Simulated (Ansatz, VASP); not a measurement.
# One calculation of CaSe, two programs

```
Ca Se
1.0
     0.00000    3.00904    3.00904
     3.00904    0.00000    3.00904
     3.00904    3.00904    0.00000
Ca Se
1 1
Direct
  0.00000 0.00000 0.00000
  0.50000 0.50000 0.50000
```

Alike in both runs: task single point; functional PBE; k mesh 6 × 6 × 6; no spin polarisation.

|  | VASP | Ansatz |
| --- | --- | --- |
| version | VASP 6.6.1 | Ansatz 0.2.0 |
| potentials or method | VASP PAW PBE potentials, release 64 (Ca_sv, Se) | plane waves, PAW |
| plane-wave cutoff (eV) | 520 | 420 |
| occupations | gaussian, width 0.01 eV | fixed |
| valence electrons in the cell | 16 | 26 |

|  | VASP | Ansatz | Ansatz less VASP |
| --- | --- | --- | --- |
| gap on the k mesh at the Fermi level (eV) | 2.14 | 2.15 | +0.008 |
| pressure (GPa) | -1.2 | -1.3 | -0.14 |

The two sets of potentials don't hold the same shells in valence.

A k mesh can miss the band edges.
